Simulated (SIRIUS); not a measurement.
# Ti (Fm-3m) in SIRIUS: equation of state, part 2 of 2

SIRIUS 7.12.0.

## (4) Equation of state, PBEsol, 16.40 Å³/atom (volume scaled by 0.98)

Input file sirius.json:

```json
{
  "control": {
    "processing_unit": "cpu",
    "std_evp_solver_name": "lapack",
    "gen_evp_solver_name": "lapack",
    "verbosity": 2,
    "print_forces": false,
    "ortho_rf": true,
    "use_second_variation": true,
    "rmt_max": 3.0,
    "num_bands_to_print": 14,
    "save_wf": true
  },
  "parameters": {
    "electronic_structure_method": "full_potential_lapwlo",
    "xc_functionals": ["XC_GGA_X_PBE_SOL", "XC_GGA_C_PBE_SOL"],
    "core_relativity": "dirac",
    "valence_relativity": "iora",
    "num_fv_states": 14,
    "smearing": "fermi_dirac",
    "smearing_width": 0.0018374661,
    "pw_cutoff": 20,
    "gk_cutoff": 3.67,
    "lmax_apw": 10,
    "lmax_rho": 8,
    "lmax_pot": 8,
    "num_mag_dims": 0,
    "auto_rmt": 0,
    "ngridk": [11, 11, 11],
    "shiftk": [0, 0, 0],
    "num_dft_iter": 80,
    "energy_tol": 1e-07,
    "density_tol": 1e-05,
    "use_symmetry": true
  },
  "settings": {"tol_ne": 1e-10},
  "iterative_solver": {"type": "exact"},
  "mixer": {"type": "anderson", "beta": 0.5, "max_history": 8},
  "unit_cell": {
    "lattice_vectors": [[0.0, 3.8103973241, 3.8103973241], [3.8103973241, 0.0, 3.8103973241], [3.8103973241, 3.8103973241, 0.0]],
    "atom_types": ["Ti"],
    "atom_files": {"Ti": "Ti.json"},
    "atoms": {"Ti": [[0.0, 0.0, 0.0]]}
  }
}
```

Input file Ti.json:

```json
{
  "name": "titanium",
  "symbol": "Ti",
  "number": 22,
  "mass": 47.867,
  "rmin": 1e-06,
  "rmt": 2.4,
  "nrmt": 800,
  "rinf": 17.51,
  "core": "1s2s2p",
  "valence": [
    {"basis": [{"enu": 0.12, "dme": 0, "n": 0, "auto": 0}, {"enu": 0.12, "dme": 1, "n": 0, "auto": 0}]},
    {"l": 0, "n": 1, "basis": [{"enu": 0.22, "dme": 0, "n": 0, "auto": 0}]},
    {"l": 1, "n": 2, "basis": [{"enu": 0.22, "dme": 0, "n": 0, "auto": 0}]},
    {"l": 2, "n": 3, "basis": [{"enu": 0.22, "dme": 0, "n": 0, "auto": 0}]},
    {"l": 3, "n": 4, "basis": [{"enu": 0.22, "dme": 0, "n": 0, "auto": 0}]}
  ],
  "lo": [
    {"l": 0, "basis": [{"enu": 0.22, "dme": 0, "n": 0, "auto": 0}, {"enu": 0.22, "dme": 1, "n": 0, "auto": 0}]},
    {
      "l": 0,
      "basis": [{"enu": -1.9003, "dme": 0, "n": 3, "auto": 1}, {"enu": -1.9003, "dme": 1, "n": 3, "auto": 1}]
    },
    {
      "l": 0,
      "basis": [{"enu": -1.9003, "dme": 1, "n": 3, "auto": 1}, {"enu": 0.22, "dme": 0, "n": 0, "auto": 0}]
    },
    {"l": 0, "basis": [{"enu": 0.22, "dme": 0, "n": 0, "auto": 0}, {"enu": 2.9978, "dme": 0, "n": 0, "auto": 0}]},
    {"l": 1, "basis": [{"enu": 0.22, "dme": 0, "n": 0, "auto": 0}, {"enu": 0.22, "dme": 1, "n": 0, "auto": 0}]},
    {
      "l": 1,
      "basis": [{"enu": -1.0403, "dme": 0, "n": 3, "auto": 1}, {"enu": -1.0403, "dme": 1, "n": 3, "auto": 1}]
    },
    {
      "l": 1,
      "basis": [{"enu": -1.0403, "dme": 1, "n": 3, "auto": 1}, {"enu": 0.22, "dme": 0, "n": 0, "auto": 0}]
    },
    {"l": 1, "basis": [{"enu": 0.22, "dme": 0, "n": 0, "auto": 0}, {"enu": 3.4144, "dme": 0, "n": 0, "auto": 0}]},
    {"l": 2, "basis": [{"enu": 0.22, "dme": 0, "n": 0, "auto": 0}, {"enu": 0.22, "dme": 1, "n": 0, "auto": 0}]},
    {"l": 2, "basis": [{"enu": 0.22, "dme": 1, "n": 0, "auto": 0}, {"enu": 0.22, "dme": 2, "n": 0, "auto": 0}]},
    {"l": 2, "basis": [{"enu": 0.22, "dme": 0, "n": 0, "auto": 0}, {"enu": 2.9283, "dme": 0, "n": 0, "auto": 0}]},
    {"l": 3, "basis": [{"enu": 0.22, "dme": 0, "n": 0, "auto": 0}, {"enu": 0.22, "dme": 1, "n": 0, "auto": 0}]},
    {"l": 3, "basis": [{"enu": 0.22, "dme": 0, "n": 0, "auto": 0}, {"enu": 3.2408, "dme": 0, "n": 0, "auto": 0}]}
  ],
  "free_atom": [... radial grid and density of the free atom, the start of the SCF ...]
}
```

Input file sirius_start.json:

```json
{
  "control": {
    "processing_unit": "cpu",
    "std_evp_solver_name": "lapack",
    "gen_evp_solver_name": "lapack",
    "verbosity": 1,
    "print_forces": false,
    "ortho_rf": true,
    "use_second_variation": true,
    "rmt_max": 3.0,
    "num_bands_to_print": 14,
    "save_wf": false
  },
  "parameters": {
    "electronic_structure_method": "full_potential_lapwlo",
    "xc_functionals": ["XC_LDA_X", "XC_LDA_C_PW"],
    "core_relativity": "dirac",
    "valence_relativity": "iora",
    "num_fv_states": 14,
    "smearing": "fermi_dirac",
    "smearing_width": 0.0055123983,
    "pw_cutoff": 20,
    "gk_cutoff": 2.93,
    "lmax_apw": 10,
    "lmax_rho": 8,
    "lmax_pot": 8,
    "num_mag_dims": 0,
    "auto_rmt": 0,
    "ngridk": [4, 4, 4],
    "shiftk": [0, 0, 0],
    "num_dft_iter": 30,
    "energy_tol": 0.01,
    "density_tol": 0.05,
    "use_symmetry": true
  },
  "settings": {"tol_ne": 1e-10},
  "iterative_solver": {"type": "exact"},
  "mixer": {"type": "anderson", "beta": 0.5, "max_history": 8},
  "unit_cell": {
    "lattice_vectors": [[0.0, 3.8103973241, 3.8103973241], [3.8103973241, 0.0, 3.8103973241], [3.8103973241, 3.8103973241, 0.0]],
    "atom_types": ["Ti"],
    "atom_files": {"Ti": "Ti.json"},
    "atoms": {"Ti": [[0.0, 0.0, 0.0]]}
  }
}
```

Started as:

```console
> OMP_NUM_THREADS=1 sirius.scf --input=sirius_start.json --output=start.json
> OMP_NUM_THREADS=1 sirius.scf --input=sirius.json --output=output.json --task=1
```

Run time: 14 s. Hardware: 1 thread of Arm Neoverse V2, shared host; peak memory 0.29 GiB.

The run converged. Its results:

* Free energy: -23207.7772 eV
* Band gap on the k mesh: none (metal or under the smearing width)
* All electrons inside the program's atomic spheres: Ti 20.44 (radii Ti 2.4 bohr)

## (5) Equation of state, PBEsol, 17.07 Å³/atom (volume scaled by 1.02)

sirius.json, as its differences from that of step 4:

```diff
@@ -39,3 +39,3 @@
   "unit_cell": {
-    "lattice_vectors": [[0.0, 3.8103973241, 3.8103973241], [3.8103973241, 0.0, 3.8103973241], [3.8103973241, 3.8103973241, 0.0]],
+    "lattice_vectors": [[0.0, 3.8615497007, 3.8615497007], [3.8615497007, 0.0, 3.8615497007], [3.8615497007, 3.8615497007, 0.0]],
     "atom_types": ["Ti"],
```

Input file Ti.json:

```json
{
  "name": "titanium",
  "symbol": "Ti",
  "number": 22,
  "mass": 47.867,
  "rmin": 1e-06,
  "rmt": 2.4,
  "nrmt": 800,
  "rinf": 17.51,
  "core": "1s2s2p",
  "valence": [
    {"basis": [{"enu": 0.1, "dme": 0, "n": 0, "auto": 0}, {"enu": 0.1, "dme": 1, "n": 0, "auto": 0}]},
    {"l": 0, "n": 1, "basis": [{"enu": 0.2, "dme": 0, "n": 0, "auto": 0}]},
    {"l": 1, "n": 2, "basis": [{"enu": 0.2, "dme": 0, "n": 0, "auto": 0}]},
    {"l": 2, "n": 3, "basis": [{"enu": 0.2, "dme": 0, "n": 0, "auto": 0}]},
    {"l": 3, "n": 4, "basis": [{"enu": 0.2, "dme": 0, "n": 0, "auto": 0}]}
  ],
  "lo": [
    {"l": 0, "basis": [{"enu": 0.2, "dme": 0, "n": 0, "auto": 0}, {"enu": 0.2, "dme": 1, "n": 0, "auto": 0}]},
    {
      "l": 0,
      "basis": [{"enu": -1.9203, "dme": 0, "n": 3, "auto": 1}, {"enu": -1.9203, "dme": 1, "n": 3, "auto": 1}]
    },
    {"l": 0, "basis": [{"enu": -1.9203, "dme": 1, "n": 3, "auto": 1}, {"enu": 0.2, "dme": 0, "n": 0, "auto": 0}]},
    {"l": 0, "basis": [{"enu": 0.2, "dme": 0, "n": 0, "auto": 0}, {"enu": 2.9778, "dme": 0, "n": 0, "auto": 0}]},
    {"l": 1, "basis": [{"enu": 0.2, "dme": 0, "n": 0, "auto": 0}, {"enu": 0.2, "dme": 1, "n": 0, "auto": 0}]},
    {
      "l": 1,
      "basis": [{"enu": -1.0603, "dme": 0, "n": 3, "auto": 1}, {"enu": -1.0603, "dme": 1, "n": 3, "auto": 1}]
    },
    {"l": 1, "basis": [{"enu": -1.0603, "dme": 1, "n": 3, "auto": 1}, {"enu": 0.2, "dme": 0, "n": 0, "auto": 0}]},
    {"l": 1, "basis": [{"enu": 0.2, "dme": 0, "n": 0, "auto": 0}, {"enu": 3.3944, "dme": 0, "n": 0, "auto": 0}]},
    {"l": 2, "basis": [{"enu": 0.2, "dme": 0, "n": 0, "auto": 0}, {"enu": 0.2, "dme": 1, "n": 0, "auto": 0}]},
    {"l": 2, "basis": [{"enu": 0.2, "dme": 1, "n": 0, "auto": 0}, {"enu": 0.2, "dme": 2, "n": 0, "auto": 0}]},
    {"l": 2, "basis": [{"enu": 0.2, "dme": 0, "n": 0, "auto": 0}, {"enu": 2.9083, "dme": 0, "n": 0, "auto": 0}]},
    {"l": 3, "basis": [{"enu": 0.2, "dme": 0, "n": 0, "auto": 0}, {"enu": 0.2, "dme": 1, "n": 0, "auto": 0}]},
    {"l": 3, "basis": [{"enu": 0.2, "dme": 0, "n": 0, "auto": 0}, {"enu": 3.2208, "dme": 0, "n": 0, "auto": 0}]}
  ],
  "free_atom": [... radial grid and density of the free atom, the start of the SCF ...]
}
```

sirius_start.json, as its differences from that of step 4:

```diff
@@ -39,3 +39,3 @@
   "unit_cell": {
-    "lattice_vectors": [[0.0, 3.8103973241, 3.8103973241], [3.8103973241, 0.0, 3.8103973241], [3.8103973241, 3.8103973241, 0.0]],
+    "lattice_vectors": [[0.0, 3.8615497007, 3.8615497007], [3.8615497007, 0.0, 3.8615497007], [3.8615497007, 3.8615497007, 0.0]],
     "atom_types": ["Ti"],
```

Started as:

```console
> OMP_NUM_THREADS=1 sirius.scf --input=sirius_start.json --output=start.json
> OMP_NUM_THREADS=1 sirius.scf --input=sirius.json --output=output.json --task=1
```

Run time: 14 s. Hardware: 1 thread of Arm Neoverse V2, shared host; peak memory 0.3 GiB.

The run converged. Its results:

```yaml
Free_energy: -23207.7750 eV
Band_gap_on_the_k_mesh: none (metal or under the smearing width)
All_electrons_inside_the_program's_atomic_spheres: Ti 20.39 (radii Ti 2.4 bohr)
```

## (6) Equation of state, PBEsol, 17.40 Å³/atom (volume scaled by 1.04)

sirius.json, as its differences from that of step 5:

```diff
@@ -39,3 +39,3 @@
   "unit_cell": {
-    "lattice_vectors": [[0.0, 3.8615497007, 3.8615497007], [3.8615497007, 0.0, 3.8615497007], [3.8615497007, 3.8615497007, 0.0]],
+    "lattice_vectors": [[0.0, 3.8866254015, 3.8866254015], [3.8866254015, 0.0, 3.8866254015], [3.8866254015, 3.8866254015, 0.0]],
     "atom_types": ["Ti"],
```

Ti.json is that of step 5.

sirius_start.json, as its differences from that of step 5:

```diff
@@ -39,3 +39,3 @@
   "unit_cell": {
-    "lattice_vectors": [[0.0, 3.8615497007, 3.8615497007], [3.8615497007, 0.0, 3.8615497007], [3.8615497007, 3.8615497007, 0.0]],
+    "lattice_vectors": [[0.0, 3.8866254015, 3.8866254015], [3.8866254015, 0.0, 3.8866254015], [3.8866254015, 3.8866254015, 0.0]],
     "atom_types": ["Ti"],
```

Potentials or basis: all-electron FP-LAPW, apw+lo standard.

Started as:

```console
> OMP_NUM_THREADS=1 sirius.scf --input=sirius_start.json --output=start.json
> OMP_NUM_THREADS=1 sirius.scf --input=sirius.json --output=output.json --task=1
```

Run time: 14 s. Hardware: 1 thread of Arm Neoverse V2, shared host; peak memory 0.3 GiB.

It converged, with:

```
Free energy                                       : -23207.7673 eV
Band gap on the k mesh                            : none (metal or under the smearing width)
All electrons inside the program's atomic spheres : Ti 20.36 (radii Ti 2.4 bohr)
```

## (7) Equation of state, PBEsol, 17.73 Å³/atom (volume scaled by 1.06)

sirius.json, as its differences from that of step 6:

```diff
@@ -39,3 +39,3 @@
   "unit_cell": {
-    "lattice_vectors": [[0.0, 3.8866254015, 3.8866254015], [3.8866254015, 0.0, 3.8866254015], [3.8866254015, 3.8866254015, 0.0]],
+    "lattice_vectors": [[0.0, 3.9113816447, 3.9113816447], [3.9113816447, 0.0, 3.9113816447], [3.9113816447, 3.9113816447, 0.0]],
     "atom_types": ["Ti"],
```

Input file Ti.json:

```json
{
  "name": "titanium",
  "symbol": "Ti",
  "number": 22,
  "mass": 47.867,
  "rmin": 1e-06,
  "rmt": 2.4,
  "nrmt": 800,
  "rinf": 17.51,
  "core": "1s2s2p",
  "valence": [
    {"basis": [{"enu": 0.09, "dme": 0, "n": 0, "auto": 0}, {"enu": 0.09, "dme": 1, "n": 0, "auto": 0}]},
    {"l": 0, "n": 1, "basis": [{"enu": 0.19, "dme": 0, "n": 0, "auto": 0}]},
    {"l": 1, "n": 2, "basis": [{"enu": 0.19, "dme": 0, "n": 0, "auto": 0}]},
    {"l": 2, "n": 3, "basis": [{"enu": 0.19, "dme": 0, "n": 0, "auto": 0}]},
    {"l": 3, "n": 4, "basis": [{"enu": 0.19, "dme": 0, "n": 0, "auto": 0}]}
  ],
  "lo": [
    {"l": 0, "basis": [{"enu": 0.19, "dme": 0, "n": 0, "auto": 0}, {"enu": 0.19, "dme": 1, "n": 0, "auto": 0}]},
    {
      "l": 0,
      "basis": [{"enu": -1.9303, "dme": 0, "n": 3, "auto": 1}, {"enu": -1.9303, "dme": 1, "n": 3, "auto": 1}]
    },
    {
      "l": 0,
      "basis": [{"enu": -1.9303, "dme": 1, "n": 3, "auto": 1}, {"enu": 0.19, "dme": 0, "n": 0, "auto": 0}]
    },
    {"l": 0, "basis": [{"enu": 0.19, "dme": 0, "n": 0, "auto": 0}, {"enu": 2.9678, "dme": 0, "n": 0, "auto": 0}]},
    {"l": 1, "basis": [{"enu": 0.19, "dme": 0, "n": 0, "auto": 0}, {"enu": 0.19, "dme": 1, "n": 0, "auto": 0}]},
    {
      "l": 1,
      "basis": [{"enu": -1.0703, "dme": 0, "n": 3, "auto": 1}, {"enu": -1.0703, "dme": 1, "n": 3, "auto": 1}]
    },
    {
      "l": 1,
      "basis": [{"enu": -1.0703, "dme": 1, "n": 3, "auto": 1}, {"enu": 0.19, "dme": 0, "n": 0, "auto": 0}]
    },
    {"l": 1, "basis": [{"enu": 0.19, "dme": 0, "n": 0, "auto": 0}, {"enu": 3.3844, "dme": 0, "n": 0, "auto": 0}]},
    {"l": 2, "basis": [{"enu": 0.19, "dme": 0, "n": 0, "auto": 0}, {"enu": 0.19, "dme": 1, "n": 0, "auto": 0}]},
    {"l": 2, "basis": [{"enu": 0.19, "dme": 1, "n": 0, "auto": 0}, {"enu": 0.19, "dme": 2, "n": 0, "auto": 0}]},
    {"l": 2, "basis": [{"enu": 0.19, "dme": 0, "n": 0, "auto": 0}, {"enu": 2.8983, "dme": 0, "n": 0, "auto": 0}]},
    {"l": 3, "basis": [{"enu": 0.19, "dme": 0, "n": 0, "auto": 0}, {"enu": 0.19, "dme": 1, "n": 0, "auto": 0}]},
    {"l": 3, "basis": [{"enu": 0.19, "dme": 0, "n": 0, "auto": 0}, {"enu": 3.2108, "dme": 0, "n": 0, "auto": 0}]}
  ],
  "free_atom": [... radial grid and density of the free atom, the start of the SCF ...]
}
```

sirius_start.json, as its differences from that of step 6:

```diff
@@ -39,3 +39,3 @@
   "unit_cell": {
-    "lattice_vectors": [[0.0, 3.8866254015, 3.8866254015], [3.8866254015, 0.0, 3.8866254015], [3.8866254015, 3.8866254015, 0.0]],
+    "lattice_vectors": [[0.0, 3.9113816447, 3.9113816447], [3.9113816447, 0.0, 3.9113816447], [3.9113816447, 3.9113816447, 0.0]],
     "atom_types": ["Ti"],
```

Potentials or basis: all-electron FP-LAPW, apw+lo standard.

Started as:

```console
> OMP_NUM_THREADS=1 sirius.scf --input=sirius_start.json --output=start.json
> OMP_NUM_THREADS=1 sirius.scf --input=sirius.json --output=output.json --task=1
```

Standard output:

```text
[info] SIRIUS version : 7.12.0
[info] number of MPI ranks           : 1
[info] MPI grid                      : 1 1
[info] maximum number of OMP threads : 1
[fft] FFT context for density and potential
[fft] =====================================
[fft]   plane wave cutoff                     : 20
[fft]   grid size                             : 40 40 40   total : 64000
[fft]   grid limits                           : -19 20   -19 20   -19 20
[fft]   number of G-vectors within the cutoff : 16361
[fft]   number of G-shells                    : 470
[fft] FFT context for coarse grid
[fft] =====================================
[fft]   plane wave cutoff                     : 7.34
[fft]   grid size                             : 15 15 15   total : 3375
[... 354 lines left out ...]
[find] Total energy                   :    -852.86880219 (Ha),   -1705.73760437 (Ry)
[find] Free energy (E-TS)             :    -852.86929117 (Ha),   -1705.73858234 (Ry)
[find] band gap (eV)                  :       0.00000000
[find] Efermi                         :       0.27207744
[find] iteration : 5, RMS (target) : 2.0340e-06 (1.0000e-05) , energy difference (target) : 2.1239e-08 (1.0000e-07)
[find] converged after 6 SCF iterations!
[find] Charges and magnetic moments
[find] --------------------------------------------------------------------------------
[find] atom      charge    core leakage
[find] --------------------------------------------------------------------------------
[find]    0   20.337428    6.037835e-10
[find] total core leakage    : 6.03783521e-10
[find] interstitial charge   : 1.662571
[find] total charge          : 21.999999
[find] Energy
[find] --------------------------------------------------------------------------------
[find] valence_eval_sum               :      -8.32140297
[find] core_eval_sum                  :    -489.72665640
[find] kinetic energy                 :     860.79416597
[find] enuc                           :   -1019.98567111
[find] <rho|V^{XC}>                   :     -53.89218434
[find] <rho|E^{XC}>                   :     -41.20228501
[find] <mag|B^{XC}>                   :       0.00000000
[find] <rho|V^{H}>                    :   -1304.95004100
[find] smearing (-TS)                 :      -0.00048899
[find] SCF correction                 :       0.00000847
[find] Total energy                   :    -852.86880219 (Ha),   -1705.73760437 (Ry)
[find] Free energy (E-TS)             :    -852.86929117 (Ha),   -1705.73858234 (Ry)
[find] band gap (eV)                  :       0.00000000
[find] Efermi                         :       0.27207744
```

It took 14 s on 1 thread of Arm Neoverse V2, shared host; peak memory 0.3 GiB.

What came out:

* Free energy: -23207.7557 eV
* Band gap on the k mesh: none (metal or under the smearing width)
* All electrons inside the program's atomic spheres: Ti 20.34 (radii Ti 2.4 bohr)

## (8) Equation of state, PBEsol

Potentials or basis: all-electron FP-LAPW, apw+lo standard.

No new run: the results of the series are fitted here.

What came out:

* Equilibrium volume: 16.65 Å³/atom
* Bulk modulus: 114 GPa
* Pressure derivative of the bulk modulus: 3.6 (rough: it moves with the points fitted)

Energy against volume, from the lowest point:
```
volume (Å³/atom)  energy (meV/atom)
          15.727              19.46
          16.062               7.43
          16.396               1.19
          16.731               0.00
          17.065               3.39
          17.400              11.05
          17.735              22.69
```
